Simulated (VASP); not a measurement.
# Tm (Im-3m) in VASP: a series of runs

The runs below take Tm through single point, with PBE.

Program: VASP 6.6.1. These are calculated values, not measurements. Logs are shortened: lines on timing, memory, paths and dates and some standing lists are left out, and cuts for length are marked.

### Step 1. The crystal as given

It takes space group Im-3m (No. 229, cubic). The conventional cell has a = 3.941 Å, b = 3.941 Å, c = 3.941 Å, α = 90.00°, β = 90.00°, γ = 90.00°. Tm (site symmetry m-3m) has 8 Tm at 3.41 Å as nearest neighbours.

This isn't the form of Tm at room conditions, which is hcp.

### Step 2. Single point, PBE, collinear spin, ferromagnetic start

File INCAR:

```
ADDGRID  = F            
ALGO     = Normal         # electronic algorithm
EDIFF    = 0.01           # SCF threshold, eV
ENCUT    = 400            # plane-wave cutoff, eV
GGA      = PE             # functional
ISIF     = 2              # what is computed and relaxed
ISMEAR   = -1             # smearing method
ISPIN    = 2              # spin polarisation
LASPH    = T              # aspherical terms in the spheres
LCHARG   = F              # write CHGCAR
LMAXMIX  = 6              # l up to which the mixer works
LORBIT   = 11             # projections on sites
LREAL    = F              # projectors in reciprocal space
LWAVE    = F              # write WAVECAR
MAGMOM   = 2              # initial moments
NELM     = 100            # most SCF steps
PREC     = Accurate       # precision mode
SIGMA    = 0.1            # smearing width, eV
```

File KPOINTS:

```
k-points
0
Gamma
  6 6 6
```

File POSCAR:

```
Tm
1.0
   -1.8621100000      1.9916120000      1.9516370000
    1.9655340000     -2.0016460000      2.0650950000
    1.8577320000      1.9972680000     -1.9616710000
Tm
1
Direct
   -0.0415270000     -0.0161680000     -0.0347540000
```

Potentials or basis: VASP PAW PBE potentials, release 64 (Tm).

Run with:

```console
$ cat potpaw_PBE.64/Tm/POTCAR > POTCAR
$ mpirun -np 1 vasp_std > vasp.out
```

OUTCAR:

```text
EDIFF = 0.01
   ENCUT = 400
   GGA = PE
   ISIF = 2
   ISMEAR = -1
   ISPIN = 2
   LASPH = T
   LORBIT = 11
   LREAL = F
   NELM = 100
   PREC = Accurate

 Found    112 irreducible k-points:

 Following reciprocal coordinates:
            Coordinates               Weight
  0.000000  0.000000  0.000000      1.000000
  0.166667  0.000000 -0.000000      2.000000
  0.333333  0.000000 -0.000000      2.000000
  0.500000  0.000000 -0.000000      1.000000
 -0.000000  0.166667  0.000000      2.000000
  0.166667  0.166667 -0.000000      2.000000
   k-points           NKPTS =    112   k-points in BZ     NKDIM =    112   number of bands    NBANDS=     16
   number of dos      NEDOS =    301   number of ions     NIONS =      1
   total plane-waves  NPLWV =  13824
   dimension x,y,z NGX =    24 NGY =   24 NGZ =   24
   dimension x,y,z NGXF=    48 NGYF=   48 NGZF=   48
   ions per type =               1
   NGX,Y,Z   is equivalent  to a cutoff of  11.90, 11.45, 11.88 a.u.
   NGXF,Y,Z  is equivalent  to a cutoff of  23.80, 22.91, 23.75 a.u.
 SYSTEM =  unknown system
   PREC   = accura    normal or accurate (medium, high low for compatibility)
   ISTART =      0    job   : 0-new  1-cont  2-samecut
   ICHARG =      2    charge: 1-file 2-atom 10-const
   ISPIN  =      2    spin polarized calculation?
   LNONCOLLINEAR =      F non collinear calculations
   LSORBIT =      F    spin-orbit coupling
   LASPH  =      T    aspherical Exc in radial PAW
   ENCUT  =  400.0 eV  29.40 Ry    5.42 a.u.   5.47  5.68  5.48*2*pi/ulx,y,z
   NELM   =    100;   NELMIN=  2; NELMDL= -5     # of ELM steps
   EDIFF  = 0.1E-01   stopping-criterion for ELM
   LREAL  =      F    real-space projection
   EDIFFG = 0.1E+00   stopping-criterion for IOM
   NSW    =      0    number of steps for IOM
   IBRION =     -1    ionic relax: 0-MD 1-quasi-New 2-CG
   NFREE  =      0    steps in history (QN), initial steepest desc. (CG)
   ISIF   =      2    stress and relaxation
   ISYM   =      2    0-nonsym 1-usesym 2-fastsym
   POTIM  = 0.5000    time-step for ionic-motion
   TEBEG  =    0.0;   TEEND  =   0.0 temperature during run
   PSTRESS=    0.0 pullay stress
   NELECT =      23.0000    total number of electrons
   NUPDOWN=      -1.0000    fix difference up-down
   EMIN   =  10.00;   EMAX   =-10.00  energy-range for DOS
   EFERMI =   0.00;   METHOD = LEGACY
   ISMEAR =    -1;   SIGMA  =   0.10  broadening in eV -4-tet -1-fermi 0-gaus
   EFERMI_NEDOS =   21; number of points for ismear=-14 and -15
   IALGO  =     38    algorithm
   IMIX   =      4    mixing-type and parameters
     AMIX     =   0.40;   BMIX     =  1.00
     AMIX_MAG =   1.60;   BMIX_MAG =  1.00
  volume/ion in A,a.u.               =      30.61       206.55
  Fermi-wavevector in a.u.,A,eV,Ry     =   1.488367  2.812605 30.140106  2.215235
  Thomas-Fermi vector in A             =   2.601410
   LORBIT       =     11    0 simple, 1 ext, 2 COOP (PROOUT), +10 PAW based schemes
   GGA     = PE    functional components
   LHFCALC =     F    Hartree Fock is set to
   AEXX    =    0.0000 exact exchange contribution
   IVDW    =     0    specifies the selected vdW correction
   LEPSILON=     F    determine dielectric tensor
   LRPA    =     F    only Hartree local field effects (RPA)
 spin polarized calculation
  energy-cutoff  :      400.00
  volume of cell :       30.61
 maximum number of plane-waves:       569
 NGX is ok and might be reduce to    24

 number of electron      23.0000005 magnetization       1.1073427

 Free energy of the ion-electron system (eV)
  ---------------------------------------------------
  ext. energy  EPLUGINS =         0.00000000
  ---------------------------------------------------
  free energy    TOTEN  =        -4.09161079 eV

  energy without entropy =       -3.82797671  energy(sigma->0) =       -3.95979375

 E-fermi :   2.2952     XC(G=0): -10.1923

 val. band max:        2.2943096511   @ k =  -0.3333   0.5000   0.3333
 cond. band min:       2.2962119622   @ k =  -0.1667   0.3333   0.5000
 fundamental gap:      0.0019023110
 Fermi energy:         2.2951977647

 spin component 1

 k-point     1 :       0.0000    0.0000    0.0000
  band No.  band energies     occupation
      1     -48.1210      1.00000
      2     -21.0908      1.00000
      3     -21.0691      1.00000
      4     -21.0455      1.00000
      5      -3.0287      1.00000
      6       0.9233      1.00000
[... 8 lines left out ...]
     15       5.5108      0.00000
     16       7.1071      0.00000

 k-point     2 :       0.1667    0.0000   -0.0000
  band No.  band energies     occupation
      1     -48.1099      1.00000
      2     -21.2335      1.00000
      3     -21.1193      1.00000
      4     -21.0630      1.00000
      5      -2.2634      1.00000
      6       0.9356      1.00000
[... 8 lines left out ...]
     15       6.1178      0.00000
     16       6.5939      0.00000

 k-point     3 :       0.3333    0.0000   -0.0000
  band No.  band energies     occupation
      1     -48.0876      1.00000
      2     -21.5510      1.00000
      3     -21.2067      1.00000
      4     -21.0599      1.00000
      5      -0.5270      1.00000
      6       0.9540      1.00000
[... 8 lines left out ...]
     15       6.8927      0.00000
     16       7.7256      0.00000

 k-point     4 :       0.5000    0.0000   -0.0000
  band No.  band energies     occupation
      1     -48.0763      1.00000
      2     -21.7025      1.00000
      3     -21.2505      1.00000
      4     -21.0571      1.00000
      5       0.3877      1.00000
      6       0.9598      1.00000
[... 8 lines left out ...]
     15       6.8530      0.00000
     16       8.0143      0.00000

 k-point     5 :      -0.0000    0.1667    0.0000
  band No.  band energies     occupation
      1     -48.1118      1.00000
      2     -21.2362      1.00000
      3     -21.1101      1.00000
      4     -21.0507      1.00000
      5      -2.2774      1.00000
      6       0.9337      1.00000
[... 8 lines left out ...]
     15       6.2130      0.00000
     16       7.2967      0.00000

 k-point     6 :       0.1667    0.1667   -0.0000
  band No.  band energies     occupation
      1     -48.0962      1.00000
      2     -21.4152      1.00000
      3     -21.1905      1.00000
      4     -21.0854      1.00000
      5      -0.9895      1.00000
      6       0.9481      1.00000
[... 8 lines left out ...]
     15       6.8275      0.00000
     16       7.7457      0.00000

 [... further k-points ...]

 spin component 2

 k-point     1 :       0.0000    0.0000    0.0000
  band No.  band energies     occupation
      1     -47.6128      1.00000
      2     -20.7370      1.00000
      3     -20.7200      1.00000
      4     -20.7023      1.00000
      5      -3.1368      1.00000
      6       2.0788      0.89699
[... 8 lines left out ...]
     15       5.5628      0.00000
     16       7.1157      0.00000

 k-point     2 :       0.1667    0.0000   -0.0000
  band No.  band energies     occupation
      1     -47.6011      1.00000
      2     -20.8936      1.00000
      3     -20.7702      1.00000
      4     -20.7158      1.00000
      5      -2.3648      1.00000
      6       2.0294      0.93452
[... 8 lines left out ...]
     15       6.1878      0.00000
     16       6.6114      0.00000

 k-point     3 :       0.3333    0.0000   -0.0000
  band No.  band energies     occupation
      1     -47.5776      1.00000
      2     -21.2261      1.00000
      3     -20.8620      1.00000
      4     -20.7114      1.00000
      5      -0.6153      1.00000
      6       1.9516      0.96880
[... 8 lines left out ...]
     15       6.9361      0.00000
     16       7.7716      0.00000

 k-point     4 :       0.5000    0.0000   -0.0000
  band No.  band energies     occupation
      1     -47.5659      1.00000
      2     -21.3841      1.00000
      3     -20.9076      1.00000
      4     -20.7084      1.00000
      5       0.3109      1.00000
      6       1.9220      0.97661
[... 8 lines left out ...]
     15       6.8928      0.00000
     16       8.0859      0.00000

 k-point     5 :      -0.0000    0.1667    0.0000
  band No.  band energies     occupation
      1     -47.6030      1.00000
      2     -20.8902      1.00000
      3     -20.7628      1.00000
      4     -20.7078      1.00000
      5      -2.3778      1.00000
      6       2.0366      0.92996
[... 8 lines left out ...]
     15       6.2782      0.00000
     16       7.3998      0.00000

 k-point     6 :       0.1667    0.1667   -0.0000
  band No.  band energies     occupation
      1     -47.5866      1.00000
      2     -21.0800      1.00000
      3     -20.8473      1.00000
      4     -20.7413      1.00000
      5      -1.0796      1.00000
      6       1.9810      0.95858
[... 8 lines left out ...]
     15       6.8659      0.00000
     16       7.8217      0.00000

 [... further k-points ...]

------------------------ aborting loop because EDIFF is reached ----------------------------------------

  FORCE on cell =-STRESS in cart. coord.  units (eV):
  Direction    XX          YY          ZZ          XY          YZ          ZX
  --------------------------------------------------------------------------------------
  -------------------------------------------------------------------------------------
  Total        5.3580754      5.2085114      5.1029840     -0.0165643     -0.0525962      0.5115867
  in kB      280.4767509    272.6475961    267.1236009     -0.8670854     -2.7532314     26.7797964
  external PRESSURE =     273.4159826 kB  Pullay stress =       0.0000000 kB

 VOLUME and BASIS-vectors are now :
 -----------------------------------------------------------------------------
  energy-cutoff  :      400.00
  volume of cell :       30.61
      direct lattice vectors                 reciprocal lattice vectors
    -1.862110000  1.991612000  1.951637000    -0.006468339  0.251318090  0.249752960
     1.965534000 -2.001646000  2.065095000     0.255000420  0.000889619  0.242395002
     1.857732000  1.997268000 -1.961671000     0.262009400  0.250969113 -0.006119362

 POSITION                                       TOTAL-FORCE (eV/Angst)
 -----------------------------------------------------------------------------------
      1.94214      1.86748      2.00880         0.000000      0.000000      0.000000
 -----------------------------------------------------------------------------------
    total drift:                                0.000030      0.000031     -0.000001

  FREE ENERGIE OF THE ION-ELECTRON SYSTEM (eV)
  ---------------------------------------------------
  free  energy   TOTEN  =        -4.0916107854 eV

  energy  without entropy=       -3.8279767120  energy(sigma->0) =       -3.95979375

 total charge

# of ion       s       p       d       f       tot
--------------------------------------------------
    1        2.215   5.946   0.401  12.496  21.058

 magnetization (x)

# of ion       s       p       d       f       tot
--------------------------------------------------
    1        0.004  -0.028  -0.029   1.273   1.220
```

Run time: 63 s. Hardware: 1 thread of Intel Xeon Platinum 8259CL at 2.50GHz (Skylake/Cascade Lake), shared host; peak memory 0.2 GiB.

The run converged, but some of its settings lie outside the range that counts as converged, so its numbers aren't taken as properties of the crystal.

Results:

| Quantity | Value |
| --- | --- |
| Free energy | -4.0916 eV |
| Pressure | 27.3 GPa |
| Band gap on the k mesh | none (metal or under the smearing width) |
| Net moment | 1.11 μB per cell |
| Site moments | Tm +1.22 μB |
| Valence electrons inside the program's atomic spheres | Tm 21.06 |

Caveat: the k mesh is coarse (spacing up to 0.38 Å⁻¹), so the values aren't converged; the cutoff is under 1.25 times the usual one of these potentials, so pressure, stress and relaxed cells hold a basis-set (Pulay) error; the magnetic or orbital state may not be the lowest; spin-orbit coupling is left out, which moves the levels of the heavy elements.

### Step 3. Single point, PBE, collinear spin, ferromagnetic start

This run uses another cell than the first one, of the same volume but with other edges.

Changes to INCAR since step 2:

```diff
@@ -2,3 +2,3 @@
 ALGO     = Normal         # electronic algorithm
-EDIFF    = 0.01           # SCF threshold, eV
+EDIFF    = 0.001          # SCF threshold, eV
 ENCUT    = 400            # plane-wave cutoff, eV
```

KPOINTS is that of step 2.

File POSCAR:

```
Tm
1.0
   -1.9705499473      1.9705499473      1.9705499473
    1.9705499473     -1.9705499473      1.9705499473
    1.9705499473      1.9705499473     -1.9705499473
Tm
1
Direct
    0.0000000000      0.0000000000      0.0000000000
```

Potentials or basis: VASP PAW PBE potentials, release 64 (Tm).

Run with:

```console
$ cat potpaw_PBE.64/Tm/POTCAR > POTCAR
$ mpirun -np 1 vasp_std > vasp.out
```

OUTCAR:

```text
EDIFF = 0.001
   ENCUT = 400
   GGA = PE
   ISIF = 2
   ISMEAR = -1
   ISPIN = 2
   LASPH = T
   LORBIT = 11
   LREAL = F
   NELM = 100
   PREC = Accurate

 Found     16 irreducible k-points:

 Following reciprocal coordinates:
            Coordinates               Weight
  0.000000  0.000000  0.000000      1.000000
  0.166667  0.000000  0.000000     12.000000
  0.333333  0.000000  0.000000     12.000000
  0.500000  0.000000  0.000000      6.000000
  0.166667  0.166667  0.000000     24.000000
  0.333333  0.166667  0.000000     48.000000
   k-points           NKPTS =     16   k-points in BZ     NKDIM =     16   number of bands    NBANDS=     16
[... 315 lines left out ...]
  Total        0.6625689      0.6625689      0.6625689      0.0000000      0.0000000      0.0000000
  in kB       34.6832085     34.6832085     34.6832085      0.0000000      0.0000000      0.0000000
  external PRESSURE =      34.6832085 kB  Pullay stress =       0.0000000 kB

 VOLUME and BASIS-vectors are now :
 -----------------------------------------------------------------------------
  energy-cutoff  :      400.00
  volume of cell :       30.61
      direct lattice vectors                 reciprocal lattice vectors
    -1.970549947  1.970549947  1.970549947     0.000000000  0.253736273  0.253736273
     1.970549947 -1.970549947  1.970549947     0.253736273  0.000000000  0.253736273
     1.970549947  1.970549947 -1.970549947     0.253736273  0.253736273  0.000000000

 POSITION                                       TOTAL-FORCE (eV/Angst)
 -----------------------------------------------------------------------------------
      0.00000      0.00000      0.00000         0.000000     -0.000000     -0.000000
 -----------------------------------------------------------------------------------
    total drift:                               -0.000000      0.000000     -0.000000

  FREE ENERGIE OF THE ION-ELECTRON SYSTEM (eV)
  ---------------------------------------------------
  free  energy   TOTEN  =        -4.1150651470 eV

  energy  without entropy=       -3.8983141291  energy(sigma->0) =       -4.00668964

 total charge

# of ion       s       p       d       f       tot
--------------------------------------------------
    1        2.217   5.940   0.398  12.508  21.064

 magnetization (x)

# of ion       s       p       d       f       tot
--------------------------------------------------
    1        0.004  -0.030  -0.031   1.282   1.225
```

OSZICAR:

```text
N       E                     dE             d eps       ncg     rms          rms(c)
DAV:   1     0.963499621214E+02    0.96350E+02   -0.73858E+03  1256   0.689E+03
DAV:   2     0.772460519235E+01   -0.88625E+02   -0.85710E+02  1328   0.443E+02
DAV:   3    -0.219134637502E+01   -0.99160E+01   -0.97293E+01  1536   0.104E+02
DAV:   4    -0.379811709058E+01   -0.16068E+01   -0.15904E+01  1928   0.357E+01
DAV:   5    -0.398238725330E+01   -0.18427E+00   -0.18314E+00  1664   0.113E+01    0.193E+01
DAV:   6    -0.407816752313E+01   -0.95780E-01   -0.16041E-01  1712   0.906E+00    0.126E+01
DAV:   7    -0.415024478051E+01   -0.72077E-01   -0.32288E-01  1384   0.191E+01    0.102E+01
DAV:   8    -0.434702809129E+01   -0.19678E+00   -0.26754E+00  1104   0.379E+01    0.155E+01
DAV:   9    -0.409667030518E+01    0.25036E+00   -0.37440E-01  1152   0.231E+01    0.209E+00
DAV:  10    -0.410456175158E+01   -0.78914E-02   -0.33827E-02  1872   0.651E+00    0.165E+00
DAV:  11    -0.410971665928E+01   -0.51549E-02   -0.58043E-03  1328   0.344E+00    0.122E+00
DAV:  12    -0.411218086350E+01   -0.24642E-02   -0.11426E-03   920   0.180E+00    0.997E-01
DAV:  13    -0.411418273329E+01   -0.20019E-02   -0.86534E-04   784   0.184E+00    0.813E-01
DAV:  14    -0.411506514701E+01   -0.88241E-03   -0.83395E-03  1480   0.542E+00
   1 F= -.41150651E+01 E0= -.40066896E+01  d E =-.216751E+00  mag=     1.1454
```

stdout:

```text
POSCAR found type information on POSCAR Tm
 POSCAR found :  1 types and       1 ions
 scaLAPACK will be used
 LDA part: xc-table for (Slater+PW92), standard interpolation
 POSCAR, INCAR and KPOINTS ok, starting setup
 FFT: planning ... GRIDC
 FFT: planning ... GRID_SOFT
 FFT: planning ... GRID
 WAVECAR not read
 entering main loop
```

Run time: 29 s. Hardware: 1 thread of Intel Xeon Platinum 8259CL at 2.50GHz (Skylake/Cascade Lake), shared host; peak memory 0.15 GiB.

The run converged, but some of its settings lie outside the range that counts as converged, so its numbers aren't taken as properties of the crystal.

Results:

* Free energy: -4.1151 eV
* Pressure: 3.5 GPa
* Band gap on the k mesh: none (metal or under the smearing width)
* Net moment: 1.15 μB per cell
* Site moments: Tm +1.23 μB
* Valence electrons inside the program's atomic spheres: Tm 21.06

Caveat: the k mesh is coarse (spacing up to 0.38 Å⁻¹), so the values aren't converged; the cutoff is under 1.25 times the usual one of these potentials, so pressure, stress and relaxed cells hold a basis-set (Pulay) error; the magnetic or orbital state may not be the lowest; spin-orbit coupling is left out, which moves the levels of the heavy elements.

[end of part 1 of 2]
